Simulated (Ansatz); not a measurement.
# SrO: energy along a strain

SrO, Fm-3m, a = 5.140 Å (as given, not relaxed at this level: 2.9 GPa). Ansatz: PBE, PAW, 420 eV, Γ-centred 8×8×8 mesh on 2 atoms, Gaussian smearing 0.05 eV; no spin polarisation. Cell vectors (Å): 0.000 2.570 2.570; 2.570 0.000 2.570; 2.570 2.570 0.000. The cell is strained by x per cent times the pattern (0 0 0 0 1 0) in the order xx yy zz yz xz xy (engineering shears), with fractional coordinates held. y is the free energy over the start, V0 = 16.971 Å³/atom. Symmetry makes y even in x.

```
x (%) y (meV/atom)
-4.00             ?
-2.00          1.17
 0.00          0.00
 0.50          0.07
 1.00          0.29
 1.50          0.65
 2.50          1.84
 3.00          2.65
 3.50          3.60
```

Question: Fit y = c2 x² + c4 x⁴ to the other rows, get the stiffness along the pattern, and predict the missing energy.

Answer: Least squares on the rows shown. y = 0.2929 x² + 0.0001065 x⁴. The clamped-ion stiffness p·C·p = 2 × 2.929 eV × 160.2 / 16.971 Å³ = 55 GPa, which is C55 in these axes (C44 of the cubic crystal) (second derivative at the start, which stands under stress). At x = -4.00 the fit asked for gives 4.71 meV/atom. The run gave 4.69 meV/atom, so the fit is 0.02 meV/atom too high, a small miss on the scale of the series.